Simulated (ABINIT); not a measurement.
TiCo in ABINIT: convergence with cutoff

The system is TiCo.

```
Co Ti
1.0
     2.98611    0.00000    0.00000
     0.00000    2.98611    0.00000
     0.00000    0.00000    2.98611
Co Ti
1 1
Direct
  0.50000 0.50000 0.50000
  0.00000 0.00000 0.00000
```

The cell comes from a database or a generator and needn't be the stable form of this composition.

* Program: ABINIT 10.8.3 (patched build)
* Task: single point
* Functional: PBEsol
* Potentials or basis: JTH PAW PBE v2.0
* Cutoff: 286 eV
* k mesh: 9 × 9 × 9
* Occupations: gaussian, width 0.05 eV
* Spin: collinear spin, ferromagnetic start
* Starting moments: [2.0, 1.0] μB

These are the settings of the first run; the series varies cutoff, with any setting tied to it.

Hardware: 1 thread of Arm Neoverse V1, with other jobs on the host.

The values tried are 10.5 Ha, 13 Ha, 15.5 Ha, 18 Ha, 22 Ha, 26 Ha, 30 Ha, 35 Ha, 41.5 Ha, loosest first. From which on does the largest site moment stay within 0.02 μB of the tightest run that finished?

From 13 Ha on.

```csv
cutoff,"energy less the tightest run, at zero smearing (meV/atom)",largest site moment (μB),SCF cycles,CPU time (s),peak memory (GiB)
10.5 Ha,465.75,0.74,31,72,0.14
13 Ha,142.90,0.78,31,80,0.14
15.5 Ha,117.63,0.78,27,90,0.15
18 Ha,63.24,0.79,31,110,0.15
22 Ha,14.85,0.79,32,120,0.16
26 Ha,9.76,0.79,35,170,0.17
30 Ha,5.71,0.79,32,190,0.18
35 Ha,0.89,0.79,25,170,0.2
41.5 Ha,0.00,0.79,26,240,0.22
```

Against the tightest run, the energy stays within 1 meV/atom from 35 Ha on. The tightest run that finished is the yardstick and may itself not be fully converged.

Caveat, for the tightest run too: small starting moments can end in a higher magnetic state in this program.
